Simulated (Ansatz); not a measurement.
# Platinum, bcc under m-r²SCAN: ground state and equation of state, part 2 of 2

Aim: take platinum in the bcc structure, relax it, solve it on a dense k-mesh, then scale the cell to 7 volumes from 88 to 112 % of the relaxed one and try a fit of the equation of state. The start is ferromagnetic. The k-meshes are 14×14×14 for the relaxation; 23×23×23 for the dense run; 23×23×23 for the volumes.

Ansatz 0.2.0; DFT, m-r2SCAN, plane waves (500 eV) with PAW, scalar-relativistic.

## 5. Equation of state: 92 %

This is Pt in the bcc structure; at room conditions it is fcc.

File input.yaml:

```yaml
crystal:
  lattice:
    - [-1.5270246379, 1.5270246379, 1.5270246379]
    - [1.5270246379, -1.5270246379, 1.5270246379]
    - [1.5270246379, 1.5270246379, -1.5270246379]
  atoms:
    - { symbol: Pt, position: [0.0, 0.0, 0.0], spin: 1.0 }
hamiltonian:
  xc: mr2scan
  pseudopotentials:
    kind: paw
    azcp:
      Pt: "pseudopotentials/Pt.paw.azcp"
basis:
  ecutwfc: 500
  fft_grid_basis: typed
kpoints:
  mp_grid: { grid: [23, 23, 23], shift: [0, 0, 0] }
magnetization:
  spin_polarized: true
scf:
  occupations: { method: fermi_dirac, width: 0.05 }
output:
  stress: true
```

What it wrote (excerpt; [...] marks lines left out):

```text
Warning: RAYON_NUM_THREADS=2 ignored (pool sized by the plan → 2); use --threads N
[...]
Pseudopotentials: kind: paw
Pseudopotential: Pt, paw, valence charge 18, recommended cutoff 500 eV (meta_gga), <dir>
Functional definition: m-r2SCAN
[...]
Crystal: 1 atoms, lattice volume = 14.243 Å³
Basis set: ecut = 500 eV, 369 PW (Γ), exchange–correlation on 80×80×80 points (64 copies of the dense FFT grid, shifted against one another)
Bands: 14, of which v1, the nominal top of the filled ones, is band 9 counted from 1 (8 counted from 0)
Symmetry: 48 space group operations
Space group: Im-3m (ITA 229), of the structure as read, at distance tolerance 2.4e-5 Å
Magnetic group: BNS 229.140 (UNI 1642), of the structure as read, at distance tolerance 2.4e-5 Å
k-points: 364 of 12167
[...]
Starting moments: Σ|m| = 1 μB on 1 of 1 site
[...]
WARN: the starting moments were not kept: the SCF closed with an absolute magnetisation of 2.0e-6 μB, where they sum to 1 μB in size (1 site). That is at most 0.1 of that sum. Measured as dr2_m measures the in/out step, that magnetisation stands 1.3e-12 eV from none, at or under the [...]
this state was not tested for a lower state beside it, because the mixer in use, unlike msr1, does not test its closes by its own steps (another_mixer; see scf.mixing.algorithm and scf.lower_state_search)
SCF converged after 15 iterations
Magnetization: -0.0000 μB (9.0000 up, 9.0000 down)
Absolute magnetization: 0.0000 μB (∫|ρ↑−ρ↓|, with the PAW one-centre terms)
Spin contamination: 0.0000 ħ² per cell (⟨S²⟩ above its minimum at these occupations)
Per-site moments (μB) at R_I (Å): [(-1.1636134295985241e-6, 1.0910147561165604)]
Free energy (F): -12536.608420 eV
[...]
E sigma→0 (E₀):  -12536.605977 eV
Entropy (-TS):   -0.004884 eV (-4.884 meV/atom)
Fermi energy:    24.707761 eV
[...]
--- Stress (GPa, compression-positive) ---
       26.826516      -0.000000       0.000000
       -0.000000      26.826516      -0.000000
        0.000000       0.000000      26.826516
  P = ⅓ Tr σ = 26.8265 GPa (268.265 kbar)
```

Run time: 14 s. Hardware: 2 threads of an Arm CPU, shared host; peak memory 0.44 GiB.

## 6. Equation of state: 96 %

Edit input.yaml of step 5 so:

```diff
@@ -2,5 +2,5 @@
   lattice:
-    - [-1.5270246379, 1.5270246379, 1.5270246379]
-    - [1.5270246379, -1.5270246379, 1.5270246379]
-    - [1.5270246379, 1.5270246379, -1.5270246379]
+    - [-1.5488422233, 1.5488422233, 1.5488422233]
+    - [1.5488422233, -1.5488422233, 1.5488422233]
+    - [1.5488422233, 1.5488422233, -1.5488422233]
   atoms:
```

What it wrote (excerpt; [...] marks lines left out):

```text
Warning: RAYON_NUM_THREADS=2 ignored (pool sized by the plan → 2); use --threads N
[...]
Pseudopotentials: kind: paw
Pseudopotential: Pt, paw, valence charge 18, recommended cutoff 500 eV (meta_gga), <dir>
Functional definition: m-r2SCAN
[...]
Crystal: 1 atoms, lattice volume = 14.862 Å³
Basis set: ecut = 500 eV, 369 PW (Γ), exchange–correlation on 80×80×80 points (64 copies of the dense FFT grid, shifted against one another)
Bands: 14, of which v1, the nominal top of the filled ones, is band 9 counted from 1 (8 counted from 0)
Symmetry: 48 space group operations
Space group: Im-3m (ITA 229), of the structure as read, at distance tolerance 2.5e-5 Å
Magnetic group: BNS 229.140 (UNI 1642), of the structure as read, at distance tolerance 2.5e-5 Å
k-points: 364 of 12167
[...]
Starting moments: Σ|m| = 1 μB on 1 of 1 site
[...]
WARN: the starting moments were not kept: the SCF closed with an absolute magnetisation of 1.3e-6 μB, where they sum to 1 μB in size (1 site). That is at most 0.1 of that sum. Measured as dr2_m measures the in/out step, that magnetisation stands 5.8e-13 eV from none, at or under the [...]
this state was not tested for a lower state beside it, because the mixer in use, unlike msr1, does not test its closes by its own steps (another_mixer; see scf.mixing.algorithm and scf.lower_state_search)
SCF converged after 15 iterations
Magnetization: -0.0000 μB (9.0000 up, 9.0000 down)
Absolute magnetization: 0.0000 μB (∫|ρ↑−ρ↓|, with the PAW one-centre terms)
Spin contamination: 0.0000 ħ² per cell (⟨S²⟩ above its minimum at these occupations)
Per-site moments (μB) at R_I (Å): [(-7.100009499767818e-7, 1.1066027872612105)]
Free energy (F): -12536.681485 eV
[...]
E sigma→0 (E₀):  -12536.678897 eV
Entropy (-TS):   -0.005175 eV (-5.175 meV/atom)
Fermi energy:    23.366166 eV
[...]
--- Stress (GPa, compression-positive) ---
       11.615930       0.000000       0.000000
       -0.000000      11.615930       0.000000
        0.000000       0.000000      11.615930
  P = ⅓ Tr σ = 11.6159 GPa (116.159 kbar)
```

It took 14 s on 2 threads of an Arm CPU, shared host; peak memory 0.45 GiB.

## 7. Equation of state: 100 %

Edit input.yaml of step 6 so:

```diff
@@ -2,5 +2,5 @@
   lattice:
-    - [-1.5488422233, 1.5488422233, 1.5488422233]
-    - [1.5488422233, -1.5488422233, 1.5488422233]
-    - [1.5488422233, 1.5488422233, -1.5488422233]
+    - [-1.5700618769, 1.5700618769, 1.5700618769]
+    - [1.5700618769, -1.5700618769, 1.5700618769]
+    - [1.5700618769, 1.5700618769, -1.5700618769]
   atoms:
```

What it wrote (excerpt; [...] marks lines left out):

```text
Warning: RAYON_NUM_THREADS=2 ignored (pool sized by the plan → 2); use --threads N
[...]
Pseudopotentials: kind: paw
Pseudopotential: Pt, paw, valence charge 18, recommended cutoff 500 eV (meta_gga), <dir>
Functional definition: m-r2SCAN
[...]
Crystal: 1 atoms, lattice volume = 15.481 Å³
Basis set: ecut = 500 eV, 381 PW (Γ), exchange–correlation on 80×80×80 points (64 copies of the dense FFT grid, shifted against one another)
Bands: 14, of which v1, the nominal top of the filled ones, is band 9 counted from 1 (8 counted from 0)
Symmetry: 48 space group operations
Space group: Im-3m (ITA 229), of the structure as read, at distance tolerance 2.5e-5 Å
Magnetic group: BNS 229.140 (UNI 1642), of the structure as read, at distance tolerance 2.5e-5 Å
k-points: 364 of 12167
[...]
Starting moments: Σ|m| = 1 μB on 1 of 1 site
[...]
WARN: the starting moments were not kept: the SCF closed with an absolute magnetisation of 9.8e-7 μB, where they sum to 1 μB in size (1 site). That is at most 0.1 of that sum. Measured as dr2_m measures the in/out step, that magnetisation stands 4.0e-13 eV from none, at or under the [...]
this state was not tested for a lower state beside it, because the mixer in use, unlike msr1, does not test its closes by its own steps (another_mixer; see scf.mixing.algorithm and scf.lower_state_search)
SCF converged after 16 iterations
Magnetization: -0.0000 μB (9.0000 up, 9.0000 down)
Absolute magnetization: 0.0000 μB (∫|ρ↑−ρ↓|, with the PAW one-centre terms)
Spin contamination: 0.0000 ħ² per cell (⟨S²⟩ above its minimum at these occupations)
Per-site moments (μB) at R_I (Å): [(-7.342456661966667e-7, 1.121763613499823)]
Free energy (F): -12536.702590 eV
[...]
E sigma→0 (E₀):  -12536.699779 eV
Entropy (-TS):   -0.005623 eV (-5.623 meV/atom)
Fermi energy:    22.132304 eV
[...]
--- Stress (GPa, compression-positive) ---
       -0.192495       0.000000       0.000000
       -0.000000      -0.192495      -0.000000
       -0.000000       0.000000      -0.192495
  P = ⅓ Tr σ = -0.1925 GPa (-1.925 kbar)
```

It took 19 s on 2 threads of an Arm CPU, shared host; peak memory 0.45 GiB.

## 8. Equation of state: 104 %

Edit input.yaml of step 7 so:

```diff
@@ -2,5 +2,5 @@
   lattice:
-    - [-1.5700618769, 1.5700618769, 1.5700618769]
-    - [1.5700618769, -1.5700618769, 1.5700618769]
-    - [1.5700618769, 1.5700618769, -1.5700618769]
+    - [-1.5907229551, 1.5907229551, 1.5907229551]
+    - [1.5907229551, -1.5907229551, 1.5907229551]
+    - [1.5907229551, 1.5907229551, -1.5907229551]
   atoms:
```

What it wrote (excerpt; [...] marks lines left out):

```text
Warning: RAYON_NUM_THREADS=2 ignored (pool sized by the plan → 2); use --threads N
[...]
Pseudopotentials: kind: paw
Pseudopotential: Pt, paw, valence charge 18, recommended cutoff 500 eV (meta_gga), <dir>
Functional definition: m-r2SCAN
[...]
Crystal: 1 atoms, lattice volume = 16.101 Å³
Basis set: ecut = 500 eV, 381 PW (Γ), exchange–correlation on 96×96×96 points (64 copies of the dense FFT grid, shifted against one another)
Bands: 14, of which v1, the nominal top of the filled ones, is band 9 counted from 1 (8 counted from 0)
Symmetry: 48 space group operations
Space group: Im-3m (ITA 229), of the structure as read, at distance tolerance 2.5e-5 Å
Magnetic group: BNS 229.140 (UNI 1642), of the structure as read, at distance tolerance 2.5e-5 Å
k-points: 364 of 12167
[...]
Starting moments: Σ|m| = 1 μB on 1 of 1 site
[...]
WARN: the starting moments were not kept: the SCF closed with an absolute magnetisation of 9.1e-7 μB, where they sum to 1 μB in size (1 site). That is at most 0.1 of that sum. Measured as dr2_m measures the in/out step, that magnetisation stands 4.0e-13 eV from none, at or under the [...]
this state was not tested for a lower state beside it, because the mixer in use, unlike msr1, does not test its closes by its own steps (another_mixer; see scf.mixing.algorithm and scf.lower_state_search)
SCF converged after 16 iterations
Magnetization: -0.0000 μB (9.0000 up, 9.0000 down)
Absolute magnetization: 0.0000 μB (∫|ρ↑−ρ↓|, with the PAW one-centre terms)
Spin contamination: 0.0000 ħ² per cell (⟨S²⟩ above its minimum at these occupations)
Per-site moments (μB) at R_I (Å): [(-8.456904580430507e-7, 1.1365253538372138)]
Free energy (F): -12536.683462 eV
[...]
E sigma→0 (E₀):  -12536.680395 eV
Entropy (-TS):   -0.006134 eV (-6.134 meV/atom)
Fermi energy:    20.996635 eV
[...]
--- Stress (GPa, compression-positive) ---
       -9.308997      -0.000000      -0.000000
       -0.000000      -9.308997      -0.000000
        0.000000      -0.000000      -9.308997
  P = ⅓ Tr σ = -9.3090 GPa (-93.090 kbar)
```

Run time: 20 s. Hardware: 2 threads of an Arm CPU, shared host; peak memory 0.49 GiB.

## 9. Equation of state: 108 %

Edit input.yaml of step 8 so:

```diff
@@ -2,5 +2,5 @@
   lattice:
-    - [-1.5907229551, 1.5907229551, 1.5907229551]
-    - [1.5907229551, -1.5907229551, 1.5907229551]
-    - [1.5907229551, 1.5907229551, -1.5907229551]
+    - [-1.6108608266, 1.6108608266, 1.6108608266]
+    - [1.6108608266, -1.6108608266, 1.6108608266]
+    - [1.6108608266, 1.6108608266, -1.6108608266]
   atoms:
```

What it wrote (excerpt; [...] marks lines left out):

```text
Warning: RAYON_NUM_THREADS=2 ignored (pool sized by the plan → 2); use --threads N
[...]
Pseudopotentials: kind: paw
Pseudopotential: Pt, paw, valence charge 18, recommended cutoff 500 eV (meta_gga), <dir>
Functional definition: m-r2SCAN
[...]
Crystal: 1 atoms, lattice volume = 16.720 Å³
Basis set: ecut = 500 eV, 429 PW (Γ), exchange–correlation on 96×96×96 points (64 copies of the dense FFT grid, shifted against one another)
Bands: 14, of which v1, the nominal top of the filled ones, is band 9 counted from 1 (8 counted from 0)
Symmetry: 48 space group operations
Space group: Im-3m (ITA 229), of the structure as read, at distance tolerance 2.6e-5 Å
Magnetic group: BNS 229.140 (UNI 1642), of the structure as read, at distance tolerance 2.6e-5 Å
k-points: 364 of 12167
[...]
Starting moments: Σ|m| = 1 μB on 1 of 1 site
[...]
WARN: the starting moments were not kept: the SCF closed with an absolute magnetisation of 3.7e-7 μB, where they sum to 1 μB in size (1 site). That is at most 0.1 of that sum. Measured as dr2_m measures the in/out step, that magnetisation stands 5.9e-14 eV from none, at or under the [...]
this state was not tested for a lower state beside it, because the mixer in use, unlike msr1, does not test its closes by its own steps (another_mixer; see scf.mixing.algorithm and scf.lower_state_search)
SCF converged after 19 iterations
Magnetization: -0.0000 μB (9.0000 up, 9.0000 down)
Absolute magnetization: 0.0000 μB (∫|ρ↑−ρ↓|, with the PAW one-centre terms)
Spin contamination: 0.0000 ħ² per cell (⟨S²⟩ above its minimum at these occupations)
Per-site moments (μB) at R_I (Å): [(-3.2199456371579474e-7, 1.1509132781823597)]
Free energy (F): -12536.633347 eV
[...]
E sigma→0 (E₀):  -12536.630048 eV
Entropy (-TS):   -0.006599 eV (-6.599 meV/atom)
Fermi energy:    19.947633 eV
[...]
--- Stress (GPa, compression-positive) ---
      -16.310561      -0.000000      -0.000000
        0.000000     -16.310561      -0.000000
        0.000000      -0.000000     -16.310561
  P = ⅓ Tr σ = -16.3106 GPa (-163.106 kbar)
```

Run time: 24 s. Hardware: 2 threads of an Arm CPU, shared host; peak memory 0.49 GiB.

## 10. Equation of state: 112 %

Edit input.yaml of step 9 so:

```diff
@@ -2,5 +2,5 @@
   lattice:
-    - [-1.6108608266, 1.6108608266, 1.6108608266]
-    - [1.6108608266, -1.6108608266, 1.6108608266]
-    - [1.6108608266, 1.6108608266, -1.6108608266]
+    - [-1.630507407, 1.630507407, 1.630507407]
+    - [1.630507407, -1.630507407, 1.630507407]
+    - [1.630507407, 1.630507407, -1.630507407]
   atoms:
```

What it wrote (excerpt; [...] marks lines left out):

```text
Warning: RAYON_NUM_THREADS=2 ignored (pool sized by the plan → 2); use --threads N
[...]
Pseudopotentials: kind: paw
Pseudopotential: Pt, paw, valence charge 18, recommended cutoff 500 eV (meta_gga), <dir>
Functional definition: m-r2SCAN
[...]
Crystal: 1 atoms, lattice volume = 17.339 Å³
Basis set: ecut = 500 eV, 429 PW (Γ), exchange–correlation on 96×96×96 points (64 copies of the dense FFT grid, shifted against one another)
Bands: 14, of which v1, the nominal top of the filled ones, is band 9 counted from 1 (8 counted from 0)
Symmetry: 48 space group operations
Space group: Im-3m (ITA 229), of the structure as read, at distance tolerance 2.6e-5 Å
Magnetic group: BNS 229.140 (UNI 1642), of the structure as read, at distance tolerance 2.6e-5 Å
k-points: 364 of 12167
[...]
Starting moments: Σ|m| = 1 μB on 1 of 1 site
[...]
WARN: the starting moments were not kept: the SCF closed with an absolute magnetisation of 1.3e-6 μB, where they sum to 1 μB in size (1 site). That is at most 0.1 of that sum. Measured as dr2_m measures the in/out step, that magnetisation stands 7.6e-13 eV from none, at or under the [...]
this state was not tested for a lower state beside it, because the mixer in use, unlike msr1, does not test its closes by its own steps (another_mixer; see scf.mixing.algorithm and scf.lower_state_search)
SCF converged after 19 iterations
Magnetization: -0.0000 μB (9.0000 up, 9.0000 down)
Absolute magnetization: 0.0000 μB (∫|ρ↑−ρ↓|, with the PAW one-centre terms)
Spin contamination: 0.0000 ħ² per cell (⟨S²⟩ above its minimum at these occupations)
Per-site moments (μB) at R_I (Å): [(-1.1721124028230745e-6, 1.164950189304572)]
Free energy (F): -12536.559516 eV
[...]
E sigma→0 (E₀):  -12536.555995 eV
Entropy (-TS):   -0.007042 eV (-7.042 meV/atom)
Fermi energy:    18.974788 eV
[...]
--- Stress (GPa, compression-positive) ---
      -21.649180      -0.000000       0.000000
       -0.000000     -21.649180      -0.000000
        0.000000       0.000000     -21.649180
  P = ⅓ Tr σ = -21.6492 GPa (-216.492 kbar)
```

It took 24 s on 2 threads of an Arm CPU, shared host; peak memory 0.5 GiB.

## 11. Energy and pressure against volume

The cell was scaled evenly, with its shape and the fractional positions fixed.

```csv
V (Å³/atom),E − E₀ (meV/atom),P from the stress (GPa),P from the fit (GPa)
13.624,233.5,46.38,46.47
14.243,93.7,26.83,26.76
14.862,20.8,11.62,11.54
15.481,-0.1,-0.19,-0.24
16.101,19.3,-9.31,-9.35
16.720,69.7,-16.31,-16.37
17.339,143.7,-21.65,-21.77
```

Fit (Birch-Murnaghan, third order): V₀ = 15.467 Å³/atom, B₀ = 260 GPa, B₀′ = 5.4, largest residual 0.10 meV/atom.

## 12. Outcome

This closing draws on all 2 parts.

```
                      quantity                         value
space group (spins left aside)               Im-3m (No. 229)
             conventional cell                   a = 3.140 Å
                        volume                15.481 Å³/atom
             shortest distance                       2.719 Å
               gap on the mesh  none (levels filled in part)
                magnetic state                  non-magnetic
               relative to fcc                  +91 meV/atom
                   V₀, B₀, B₀′  15.467 Å³/atom, 260 GPa, 5.4
```

**Reading.** From the guessed start the volume grew by 2.6 % in 5 steps. Against the reference form of platinum (fcc, computed apart with the same settings) it stands 91 meV/atom higher. The starting moments do not survive. No gap shows: it is a metal or semimetal at this level. The fitted modulus is 260 GPa. The symmetry was held, so the structure may be unstable against distortions that break it.
